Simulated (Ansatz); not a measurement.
**MgS: elastic constants from stress and strain**

```yaml
crystal:
  lattice:
    - [0.00000, 2.60165, 2.60165]
    - [2.60165, 0.00000, 2.60165]
    - [2.60165, 2.60165, 0.00000]
  atoms:
    - { symbol: Mg, position: [0.00000, 0.00000, 0.00000] }
    - { symbol: S, position: [0.50000, 0.50000, 0.50000] }
```

Atoms are numbered in the order listed.

The cell is COD entry 9008672, as deposited and not checked against the literature; nothing was relaxed.

All numbers below come from DFT, PBE, all-electron LAPW, scalar-relativistic in Ansatz 0.2.0.

Settings: a Γ-centred 8×8×8 k mesh, Fermi–Dirac smearing of 0.01 eV, basis error target 0.25 meV/atom, no spin polarisation.

The unstrained cell is at 1.15 GPa. Large strains and very small stresses are left out. Each strain is applied once, with fractional coordinates held (clamped ions), and σ below is the change of stress, positive in tension. One finite strain gives stress–strain coefficients at this pressure with an error of the order of the strain times third-order constants, a few per cent for each per cent of strain.

Task: Estimate the stiffness probed by this change, and the stress that it gives: x and y strained by -1 %, z held.

Result: σxx = -2.05 GPa, σzz = -0.88 GPa and εxx = εyy = -0.0100, so C12 = σzz/(2εxx) = 44 GPa and C11 + C12 = σxx/εxx = 205 GPa.

Task: Estimate the stiffness probed by this change, and the stress that it gives: equal xy, yz and zx engineering shear strains of -1 %.

Result: σxy = -0.54 GPa and γxy = 2εxy = -0.0100, so C44 (clamped ions) = σxy/γxy = 54 GPa.

Task: Estimate the stiffness probed by this change, and the stress that it gives: equal xy, yz and zx engineering shear strains of +1 %.

Result: σxy = 0.56 GPa and γxy = 2εxy = 0.0100, so C44 (clamped ions) = σxy/γxy = 56 GPa.

Task: What do those two numbers (x and y strained by -1 %, z held) give for C11, and is the cell stable to tetragonal shear?

Result: C11 = 205 − 44 = 161 GPa and C11 − C12 = 117 GPa: positive, so stable to it.
